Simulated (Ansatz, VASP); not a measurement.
## Two plane-wave programs on SnSe

INCAR

```
ALGO     = Normal         # electronic algorithm
EDIFF    = 1E-7           # SCF threshold, eV
ENCUT    = 520            # plane-wave cutoff, eV
GGA      = PE             # functional
ISIF     = 2              # what is computed and relaxed
ISMEAR   = -1             # smearing method
LASPH    = T              # aspherical terms in the spheres
LCHARG   = F              # write CHGCAR
LREAL    = F              # projectors in reciprocal space
LWAVE    = F              # write WAVECAR
NBANDS   = 28             # bands
NELM     = 80             # most SCF steps
PREC     = Accurate       # precision mode
SIGMA    = 0.05           # smearing width, eV
```

Contents of KPOINTS:

```
k-points
0
Gamma
  6 6 3
```

File POSCAR:

```
SnSe
1.0
    4.2565659658      0.0000000000      0.0000000000
    0.0000000000      4.2565659658      0.0000000000
    0.0000000000      0.0000000000     10.9169268730
Sn Se
2 2
Direct
    0.0000000000      0.5000000000      0.6277708900
    0.5000000000      0.0000000000      0.3722291100
    0.0000000000      0.5000000000      0.3839605100
    0.5000000000      0.0000000000      0.6160394900
```

input.yaml

```yaml
crystal:
  lattice:
    - [4.2565659658, 0.0, 0.0]
    - [0.0, 4.2565659658, 0.0]
    - [0.0, 0.0, 10.916926873]
  atoms:
    - { symbol: Sn, position: [0.0, 0.5, 0.62777089] }
    - { symbol: Sn, position: [0.5, 0.0, 0.37222911] }
    - { symbol: Se, position: [0.0, 0.5, 0.38396051] }
    - { symbol: Se, position: [0.5, 0.0, 0.61603949] }
hamiltonian:
  xc: pbe
  pseudopotentials: { kind: paw }
kpoints:
  mp_grid: { grid: [6, 6, 3] }
scf:
  occupations: { method: fermi_dirac, width: 0.05 }
output:
  forces: true
  stress: true
  eigenvalues: true
```

Change from the starting cell: volume scaled by 0.98.

Alike in both runs: task single point; functional PBE; k mesh 6 × 6 × 3; occupations fermi-dirac, width 0.05 eV; no spin polarisation.

|  | VASP | Ansatz |
| --- | --- | --- |
| version | VASP 6.6.1 | Ansatz 0.2.0 |
| potentials or method | VASP PAW PBE potentials, release 64 (Sn_d, Se) | Ansatz PAW |
| plane-wave cutoff (eV) | 520 | 420 |
| valence electrons in the cell | 40 | 60 |

Ansatz gave:

* gap on the k mesh at the Fermi level (eV): 1.50
* least direct gap on the mesh (eV): 1.50
* rms of the force components (eV/Å): 0.190

Q: Which values does VASP return?

A: gap on the k mesh at the Fermi level (eV): 1.50; least direct gap on the mesh (eV): 1.50; rms of the force components (eV/Å): 0.198.

Atom by atom the forces differ by 0.009 eV/Å (rms over components). The two sets of potentials don't hold the same shells in valence.

Caveats: spin-orbit coupling is left out, which moves the levels of the heavy elements; odd divisions of the mesh miss points on the zone boundary, where band edges often lie, so the gap on the mesh can be too wide (Ansatz).
